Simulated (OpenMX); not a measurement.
## CaF2 (Fluorite) under changes of volume

One of the cells (13.579 Å³/atom); the others are scaled copies at fixed shape and fractional positions:

```xyz
3
Lattice="0.0000 2.7310 2.7310 2.7310 0.0000 2.7310 2.7310 2.7310 0.0000" Properties=species:S:1:pos:R:3 pbc="T T T"
Ca    0.0000    0.0000    0.0000
F     4.0965    4.0965    4.0965
F     1.3655    1.3655    1.3655
```

* Program: OpenMX 3.8.5
* Functional: PBE
* Potentials or basis: OpenMX 2013 PBE set, Ca9.0-s3p2, F6.0-s2p2, fixed grid of 36 × 36 × 36 points
* k mesh: 9 × 9 × 9
* Occupations: fermi-dirac, width 0.05 eV
* Spin: no spin polarisation

```tsv
volume (Å³/atom)	energy over the lowest point (meV/atom)	gap on the mesh (eV)
12.764	107.35	7.38
13.036	78.92	7.24
13.308	55.35	7.10
13.579	36.03	6.98
13.851	?	?
14.122	8.72	6.73
14.394	0.00	6.62
```

Task: What does the run at 13.851 Å³/atom give?

Result: Energy over the lowest point 20.63 meV/atom; gap on the mesh 6.85 eV.

Worked out: A Birch-Murnaghan fit of order 3 (a polynomial in V^(-2/3)) to the other rows has no minimum within the range. It gives 20.60 meV/atom at 13.851 Å³/atom, against the run's 20.63. A straight line through the other rows of the gap, of slope -6.32 eV per unit of ln V, gives 6.86 eV, against the run's 6.85.

Energies are extrapolated to zero smearing.

Caveats: an odd mesh through Γ misses points on the zone boundary, where band edges often lie; the basis of atomic orbitals isn't converged, which shifts pressures, moduli and gaps.
